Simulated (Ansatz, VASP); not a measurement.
# NaCl (Halite) in two plane-wave programs, part 2 of 2

Wanted: the spread between two codes on one cell, functional and k mesh. The cell is taken from a series of VASP runs on this material, whose earlier steps may have relaxed, scaled or displaced it; both programs get it as it stands. Other levels of theory on this material are compared in a session of their own.

VASP 6.6.1 and Ansatz 0.2.0.

So far. Step 3 (VASP: band structure, r2SCAN): The run ends at a pressure of -0.80 GPa.

**4. Differences**

Known differences besides the potentials themselves: VASP keeps PBE cores, Ansatz makes them for the functional; the data sets hold 16 valence electrons in Ansatz (default PAW (the set named soft_2) files) and 14 in VASP; the cutoff is 500 eV in Ansatz and 350 eV in VASP. Total energies have different zeros and are not compared.

Compared:

```
                     quantity  Ansatz   VASP  difference
               pressure (GPa)   -0.46  -0.80       +0.34
gap over the path points (eV)   5.897  5.919      -0.022
```

Levels at points of the path, from each program's valence-band top (eV; 3 filled, then empty):

```
k (reciprocal lattice)                              Ansatz                                VASP
     0.000 0.000 0.000     0.00 0.00 0.00 5.90 11.72 11.72     0.00 0.00 0.00 5.92 11.76 11.76
     0.167 0.000 0.167  -0.61 -0.17 -0.17 6.98 10.46 12.40  -0.61 -0.17 -0.17 7.00 10.48 12.46
     0.333 0.000 0.333   -1.41 -0.47 -0.47 8.47 9.11 11.34   -1.41 -0.47 -0.47 8.51 9.10 11.39
     0.500 0.000 0.500   -1.69 -0.61 -0.61 8.37 8.62 12.21   -1.68 -0.61 -0.61 8.44 8.61 12.21
     0.500 0.083 0.583   -1.63 -0.70 -0.65 8.62 8.85 11.94   -1.62 -0.69 -0.64 8.69 8.85 11.95
     0.500 0.194 0.694   -1.38 -1.02 -0.74 9.46 9.76 10.97   -1.38 -1.01 -0.74 9.53 9.77 10.98
     0.500 0.250 0.750  -1.20 -1.20 -0.75 9.70 10.36 10.36  -1.20 -1.20 -0.75 9.77 10.37 10.37
     0.458 0.292 0.750   -1.32 -1.12 -0.69 9.53 9.93 10.81   -1.32 -1.11 -0.69 9.60 9.96 10.83
     0.403 0.347 0.750   -1.41 -1.12 -0.53 9.04 9.79 11.25   -1.41 -1.11 -0.53 9.08 9.83 11.27
     0.375 0.375 0.750   -1.43 -1.12 -0.51 8.96 9.78 11.31   -1.42 -1.12 -0.51 9.00 9.82 11.33
```

Among the levels compared at these points, filled levels agree within 7 meV and empty ones within 105 meV.

**5. VASP: single point, LDA**

A single point gives forces, pressure and levels at one fixed geometry, so differences don't come from the geometry; what else differs is listed under the comparison.

Contents of INCAR:

```
SYSTEM = NaCl
PREC = Accurate
ENCUT = 400
EDIFF = 1E-08
NELM = 100
ISMEAR = 0
SIGMA = 0.01
LREAL = .FALSE.
ALGO = Normal
GGA = CA
NBANDS = 14
LORBIT = 11
LWAVE = .TRUE.
LCHARG = .FALSE.
KPAR = 4
```

Contents of POSCAR:

```
NaCl
1.0
    0.0000000000      2.8202800000      2.8202800000
    2.8202800000      0.0000000000      2.8202800000
    2.8202800000      2.8202800000      0.0000000000
Cl Na
1 1
Direct
    0.5000000000      0.5000000000      0.5000000000
    0.0000000000      0.0000000000      0.0000000000
```

Contents of KPOINTS:

```
Automatic mesh
0
Gamma
5 5 5
0 0 0
```

PAW data sets: Cl_GW and Na_sv_GW (LDA family, release 64).

Launch:

```
$ mpirun -np 4 vasp_std
```

Numbers of over 12 decimals in the logs are rounded to 6 here.

The log of the run:

```text
[banner, memory and clock lines left out]
running    4 mpi-ranks, on    1 nodes
[...]
LDA part: xc-table for (Slater(with rela. corr.)+CA(PZ))
 , standard interpolation
 POSCAR, INCAR and KPOINTS ok, starting setup
[...]
entering main loop
       N       E                     dE             d eps       ncg     rms          rms(c)
DAV:   1     0.124219363536E+03    0.12422E+03   -0.64835E+03   280   0.876E+02
DAV:   2    -0.307791754882E+01   -0.12730E+03   -0.11903E+03   322   0.289E+02
DAV:   3    -0.941754039787E+01   -0.63396E+01   -0.62982E+01   382   0.642E+01
DAV:   4    -0.959872442897E+01   -0.18118E+00   -0.18112E+00   378   0.119E+01
[...]
DAV:  11    -0.946465754263E+01    0.19749E-06   -0.10337E-06   414   0.976E-03    0.704E-04
DAV:  12    -0.946465754097E+01    0.16532E-08   -0.10241E-07   328   0.215E-03    0.334E-04
DAV:  13    -0.946465754184E+01   -0.87243E-09   -0.10253E-08   256   0.100E-03
   1 F= -.94646575E+01 E0= -.94646575E+01  d E =-.769531E-41
 writing wavefunctions
```

Parts of OUTCAR (step 5):

```text
  Total       -0.9516525     -0.9516525     -0.9516525      0.0000000      0.0000000      0.0000000
  in kB      -33.9846094    -33.9846094    -33.9846094      0.0000000      0.0000000      0.0000000
  external PRESSURE =     -33.9846094 kB  Pullay stress =       0.0000000 kB

 POSITION                                       TOTAL-FORCE (eV/Angst)
 -----------------------------------------------------------------------------------
      2.82028      2.82028      2.82028        -0.000000      0.000000     -0.000000
      0.00000      0.00000      0.00000         0.000000     -0.000000      0.000000
 -----------------------------------------------------------------------------------
    total drift:                                0.000000      0.000000      0.000000

  FREE ENERGIE OF THE ION-ELECTRON SYSTEM (eV)
  ---------------------------------------------------
  free  energy   TOTEN  =        -9.4646575418 eV

  energy  without entropy=       -9.4646575418  energy(sigma->0) =       -9.46465754

[... 3 further parts left out ...]
[key lines of the parts left out:]
E-fermi :  -1.0444
```

The run ends at a pressure of -3.40 GPa.

**6. Ansatz: single point, LDA**

The same cell, functional (in two slightly different forms), mesh and smearing now go to Ansatz, which takes its cutoff from its data sets.

The cell is taken from a series of VASP runs on this material, whose earlier steps may have relaxed, scaled or displaced it; both programs get it as it stands.

Contents of input.yaml:

```yaml
crystal:
  lattice:
    - [0.0, 2.82028, 2.82028]
    - [2.82028, 0.0, 2.82028]
    - [2.82028, 2.82028, 0.0]
  atoms:
    - { symbol: Cl, position: [0.5, 0.5, 0.5] }
    - { symbol: Na, position: [0.0, 0.0, 0.0] }
hamiltonian:
  xc: lda
  pseudopotentials: { kind: paw }
kpoints:
  mp_grid: { grid: [5, 5, 5] }
scf:
  occupations: { method: gaussian, width: 0.01 }
  n_extra_bands: 4
output:
  forces: true
  stress: true
  eigenvalues: true
```

Launch:

```
$ ansatz run input.yaml --threads 2 --pin off --max-ram 4608MiB --backend cpu --events-out ev --progress --plain --runs-dir out
```

The log of the run:

```text
[...]
Crystal: 2 atoms, lattice volume = 44.865 Å³
Basis set: ecut = 420 eV, 893 PW (Γ)
Bands: 12, of which v1, the nominal top of the filled ones, is band 8 counted from 1 (7 counted from 0)
Symmetry: 48 space group operations
[...]
k-points: 10 of 125
[...]
--- Band table (eV; the first three rows and the last of 10) ---
  k-point 0: bands = [... 4 lower, -11.7475, 0.8597, 0.8597, 0.8597, 5.5502, 11.6163, 11.6163, 11.6163]
  k-point 1: bands = [... 4 lower, -11.6314, 0.0099, 0.7612, 0.7612, 6.6630, 10.6564, 11.9246, 11.9246]
  k-point 2: bands = [... 4 lower, -11.4330, -1.0060, 0.6110, 0.6110, 7.6793, 10.8549, 11.5408, 11.5408]
  k-point 9: bands = [... 4 lower, -11.3520, -0.6344, -0.1408, 0.2511, 9.2817, 9.7861, 10.1266, 12.5469]
[key lines of the parts left out:]
SCF converged after 6 iterations
Free energy (F): -2514.297545 eV
Fermi energy:    3.205002 eV
P = ⅓ Tr σ = -2.4344 GPa (-24.344 kbar)
```

It took 1.8 s on 2 threads of AMD EPYC 7R13 (Zen 3), shared host; peak memory 0.28 GiB; 1.5 s of CPU time.

The run ends at a pressure of -2.43 GPa.

**7. Differences**

What differs besides the data sets and the points named for the pairs above, as far as they apply: the two LDA forms differ slightly; the cutoff is 420 eV in Ansatz and 400 eV in VASP; VASP's log shows a relativistic correction to its local exchange, Ansatz's none. Total energies have different zeros and are not compared.

Both answers:

```
              quantity  Ansatz   VASP  difference
gap on the k mesh (eV)   4.691  4.704      -0.013
```

Not compared: the pressure (VASP's GW data sets at this cutoff don't carry it). A gap on the mesh is an upper bound, since the band edges may lie between its points.

**8. Results**

```json
{
 "difference in gap over the path points (band structure, r2SCAN)": "-0.022 eV",
 "difference in gap on the k mesh (single point, LDA)": "-0.013 eV"
}
```

The difference in gap over the path points is -0.022 eV (band structure, r2SCAN), within the 0.08 eV picked in this series as the mark of a large difference. VASP's data sets differ among the pairs, so a change from pair to pair isn't the functional's or the coupling's alone. 3 further runs of this series are not shown here. Such differences can come from data sets, numerical settings and the points named under the comparisons, not from the functional's error against experiment.

[Lines on the potential files, build, host, timing and source positions are cut from VASP's logs without a mark.]

[Logs are printed without paths, hosts, clocks, repeated set-up lines and the standing remarks that a program may print on its own settings, such as how far it seeks lower states.]

[Hosts, paths, dates, database ids (printed as entryN), source tags and the programs' standing remarks are cut or masked in the printed files.]
